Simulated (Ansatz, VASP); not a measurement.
# CoO: VASP beside Ansatz

```
CELL_PARAMETERS angstrom
-1.50800 1.50800 2.10725
1.50800 -1.50800 2.10725
1.50800 1.50800 -2.10725
ATOMIC_POSITIONS crystal
Co 0.00000 0.00000 0.00000
O 0.50000 0.50000 0.00000
```

Alike in both runs: task single point; functional PBEsol; k mesh 10 × 10 × 10; occupations gaussian, width 0.1 eV; collinear spin.

|  | VASP | Ansatz |
| --- | --- | --- |
| version | VASP 6.6.1 | Ansatz 0.2.0 |
| potentials or method | VASP PAW PBE potentials, release 64 (Co, O) | scalar-relativistic, plane waves, PAW |
| plane-wave cutoff (eV) | 520 | 420 |
| valence electrons in the cell | 15 | 23 |

|  | VASP | Ansatz | Ansatz less VASP |
| --- | --- | --- | --- |
| gap on the k mesh at the Fermi level (eV) | none | none | - |
| pressure (GPa) | -9.8 | -9.2 | +0.61 |
| largest component of the traceless stress (GPa) | 0.25 | 0.28 | +0.036 |
| net moment per atom (μB) | 1.46 | 1.47 | +0.011 |
| size of the moment on the site where the two differ most (μB) | 2.56 | 2.48 | -0.072 |

Site moments also hang on the region over which each program counts them. A gap of «none» marks a metal or a gap that the smearing closes. The two sets of potentials don't hold the same shells in valence.

Caveats: the PAW data sets were made with another functional, which shifts forces and pressure a little (VASP); a cell with one magnetic atom can't hold antiferromagnetic order, which such compounds often take; semilocal functionals often make such compounds metallic where correlation or magnetic order opens a gap, which also shifts bond lengths.
